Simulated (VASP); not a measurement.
**Ta2C under changes of volume**

One of the cells (13.417 Å³/atom); the others are scaled copies at fixed shape and fractional positions:

```
CELL_PARAMETERS angstrom
3.08152 0.00000 0.00000
-1.54076 2.66868 0.00000
0.00000 0.00000 4.89442
ATOMIC_POSITIONS crystal
Ta 0.66667 0.33333 0.74642
Ta 0.33333 0.66667 0.25358
C 0.00000 0.00000 0.00000
```

| Property | Result |
| --- | --- |
| Program | VASP 6.6.1 |
| Functional | LDA |
| Potentials or basis | VASP PAW LDA potentials, release 64 (Ta_pv, C) |
| Cutoff | 520 eV |
| k mesh | 8 × 8 × 6 |
| Occupations | fermi-dirac, width 0.05 eV |
| Spin | no spin polarisation |

| volume (Å³/atom) | energy over the lowest point (meV/atom) | pressure (GPa) | largest force (eV/Å) |
| --- | --- | --- | --- |
| 12.880 | 22.11 | 13.4 | 0.409 |
| 13.148 | 5.45 | 6.4 | 0.195 |
| 13.417 | 0.00 | 0.0 | 0.000 |
| 13.685 | ? | ? | ? |
| 13.953 | 18.52 | -10.9 | 0.341 |

Task: What does the run at 13.685 Å³/atom give?

Result: Energy over the lowest point 4.68 meV/atom; pressure -5.7 GPa; largest force 0.178 eV/Å.

Worked out: A Birch-Murnaghan fit of order 2 (a polynomial in V^(-2/3)) to the other rows has its minimum at 13.42 Å³/atom with B0 = V·E''(V) = 302 GPa at fixed shape and positions, which overstates the stiffness. It gives 4.68 meV/atom at 13.685 Å³/atom, against the run's 4.68, and -dE/dV = -5.6 GPa, against -5.7.

Energies are extrapolated to zero smearing.
